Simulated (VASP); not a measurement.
Runs of VASP 6.6.1 on AlN. Symmetry: P6_3mc, No. 186, hexagonal system. Conventional cell: a = 3.113 Å, b = 3.113 Å, c = 4.982 Å, α = 90.00°, β = 90.00°, γ = 120.00°. Al (site symmetry 3m) is surrounded by 4 N at 1.89 to 1.90 Å. Around N (site symmetry 3m) lie 4 Al at 1.89 to 1.90 Å. The cell is a database's computed one.

```tsv
level	potentials or basis	k mesh	cutoff (eV)	smearing	gap on the mesh (eV)	pressure (GPa)
PBEsol	VASP PAW PBE potentials, release 64 (Al, N)	12 × 12 × 8	520	gaussian 0.02 eV	4.12	0.1
PBEsol	VASP PAW PBE potentials, release 64 (Al, N)	9 × 9 × 6	700	gaussian 0.02 eV	4.12	(a)
PBEsol	VASP PAW PBE potentials, release 64 (Al, N)	9 × 9 × 6	520	gaussian 0.5 eV	4.12	0.1
r2SCAN	VASP PAW PBE potentials, release 64 (Al, N)	9 × 9 × 6	520	gaussian 0.02 eV	4.87	-1.4
PBEsol	VASP PAW PBE potentials, release 64 (Al, N_h)	9 × 9 × 6	900	gaussian 0.02 eV	4.12	0.0
```

Alike in all rows: task single point; no spin polarisation; cell as given.

Estimate the missing entries.

(a) -0.1.

Caveats: the PAW data sets were made with another functional, which shifts forces and pressure a little; an odd mesh through Γ misses points on the zone boundary, where band edges often lie (some runs); the cutoff is under 1.25 times the usual one of these potentials, so pressure, stress and relaxed cells hold a basis-set (Pulay) error (some runs).

Not every run made on this cell is shown here.
